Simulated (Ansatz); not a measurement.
Here is an unrelaxed guess for AlN.

```cif
data_structure
_symmetry_space_group_name_H-M 'P 1'
_symmetry_Int_Tables_number 1
_cell_length_a 3.5222
_cell_length_b 4.8871
_cell_length_c 3.5222
_cell_angle_alpha 90.000
_cell_angle_beta 113.837
_cell_angle_gamma 90.000
_cell_volume 55.46
loop_
_atom_site_label
_atom_site_type_symbol
_atom_site_fract_x
_atom_site_fract_y
_atom_site_fract_z
_atom_site_occupancy
Al1 Al 0.50000 0.80866 0.50000 1
Al2 Al 0.50000 0.19134 0.50000 1
Al3 Al 0.50000 0.30866 0.00000 1
N1 N 0.00000 0.30866 0.50000 1
N2 N 0.50000 0.69134 0.00000 1
N3 N 0.00000 0.69134 0.50000 1
```

Theory: Ansatz, DFT PBE, scalar-relativistic, plane waves, PAW. Settings: cutoff 420 eV, Γ-centred mesh 6×4×6 on the computed 6-atom cell, Gaussian smearing of 0.10 eV; no spin polarisation.

Formation energies are uncorrected and refer to the elements' standard structures at the same level (N₂ as a molecule).

Problem. What does a single point on this coarse mesh give?

Solution. The pressure is 94.1 GPa (the mean over three directions, positive in compression), the largest force is 11.04 eV/Å, and the energy is +2.41 eV/atom against the elements. The shortest distance is 1.85 Å.

Problem. Is it a good guess?

Solution. A poor one: relaxing gains about 2.0 eV/atom (the start's value is from the coarse mesh, so the gain is rough) in 23 ionic steps and ends at +0.39 eV/atom on the finer mesh. The symmetry stays P2 (No. 3). The volume per atom grows by 48.5 %, from 9.2 to 13.7 Å³. The shortest distance goes from 1.85 Å (Al–N and Al–Al) to 1.37 Å (N–N). Conventional cell: a = 3.305 Å, b = 6.388 Å, c = 4.005 Å, β = 103.2°. Al on its first site is surrounded by 4 N at 1.97–2.03 Å; Al on its second site has 2 N at 2.12 Å; N on its first site is surrounded by 1 N at 1.37 Å and 2 Al at 2.12 Å; 3 more sites not described.

The last run used a 12×6×10 mesh (in the run's order of axes) for its 6-atom cell and Gaussian smearing of 0.10 eV. The relaxation can't lower the symmetry of the start, and the grade says only how near the guess is to its own end. Symmetry constrained the relaxation, so the result can be a saddle point.
